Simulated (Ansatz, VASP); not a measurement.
Given: the input of a run of Ansatz 0.2.0 on Si.

The input input.yaml:

```yaml
crystal:
  lattice:
    - [2.6205428149, 0.0, 0.0]
    - [-1.3102714075, 2.2694566494, 0.0]
    - [0.0, 0.0, 2.3677002144]
  atoms:
    - { symbol: Si, position: [0.0, 0.0, 0.0] }
hamiltonian:
  xc: pbe
  pseudopotentials: { kind: paw }
kpoints:
  mp_grid: { grid: [12, 12, 11] }
scf:
  occupations: { method: fermi_dirac, width: 0.05 }
output:
  forces: true
  stress: true
  eigenvalues: true
```

Potentials or basis: Ansatz PAW.

The run is started by

```sh
$ ansatz run input.yaml --threads 2 --pin off --max-ram 5632MiB --backend cpu --events-out ev --progress --plain --runs-dir out
```

Translate it to VASP 6.6.1. Potentials there: VASP PAW PBE potentials, release 64 (Si).

As run (the cutoff follows the program's own potentials):

File INCAR:

```
SYSTEM = Si
PREC = Accurate
ENCUT = 520
EDIFF = 1E-7
ISMEAR = -1
SIGMA = 0.05
LREAL = .FALSE.
LASPH = .TRUE.
NELM = 100
ALGO = Normal
ISIF = 2
LWAVE = .FALSE.
LCHARG = .FALSE.
GGA = PE
NBANDS = 8
```

File KPOINTS:

```
regular mesh
0
G
  12 12 11
  0 0 0
```

POSCAR

```
Si
1.0
    2.6205428149      0.0000000000      0.0000000000
   -1.3102714075      2.2694566494      0.0000000000
    0.0000000000      0.0000000000      2.3677002144
Si
1
Direct
    0.0000000000      0.0000000000      0.0000000000
```

Potentials or basis: VASP PAW PBE potentials, release 64 (Si).

Command:

```sh
$ cat potpaw_PBE.64/Si/POTCAR > POTCAR
$ mpirun -np 1 vasp_std > vasp.out
```

Both were run:

|  | VASP | Ansatz | Ansatz less VASP |
| --- | --- | --- | --- |
| gap on the k mesh at the Fermi level (eV) | none | none | - |
| pressure (GPa) | 9.6 | 9.7 | +0.08 |
| largest component of the traceless stress (GPa) | 11.66 | 11.69 | +0.030 |

A gap of «none» marks a metal or a gap that the smearing closes.
